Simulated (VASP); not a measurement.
Crystal: Te.

```xyz
3
Lattice="4.6664 0.0000 0.0000 -2.3332 4.0412 0.0000 0.0000 0.0000 5.9887" Properties=species:S:1:pos:R:3 pbc="T T T"
Te    1.1905    0.0000    1.9962
Te   -0.5953    1.0310    3.9925
Te    1.7380    3.0102    5.9887
```

The cell isn't the ideal one: a relaxed cell with its volume scaled by 1.04.

| Property | Result |
| --- | --- |
| Program | VASP 6.6.1 |
| Task | relaxation of shape and atoms at fixed volume |
| Functional | r2SCAN |
| Potentials or basis | VASP PAW PBE potentials, release 64 (Te) |
| Cutoff | 600 eV |
| k mesh | 9 × 9 × 6 |
| Occupations | gaussian, width 0.03 eV |
| Spin | no spin polarisation |

At the start: pressure -1.6 GPa; volume 37.65 Å³/atom.

Q: Where does the relaxation end?

A: Over 4 steps the energy falls by 5.4 meV/atom; space group P3_121 (No. 152, to 0.05 Å).

The path:
```tsv
step	energy change (eV)	largest force (eV/Å)	pressure (GPa)
1	0.0000	0.2416	-1.60
2	-0.0098	0.1570	-1.18
3	-0.0162	0.0169	-0.52
4	-0.0163	0.0070	-0.41
```

Final structure:
```
CELL_PARAMETERS angstrom
4.70368 0.00000 0.00000
-2.35184 4.07350 0.00000
0.00000 0.00000 5.89426
ATOMIC_POSITIONS crystal
Te 0.24850 0.00000 0.33333
Te 0.00000 0.24850 0.66667
Te 0.75150 0.75150 0.00000
```

Caveat: the PAW data sets were made with another functional, which shifts forces and pressure a little.
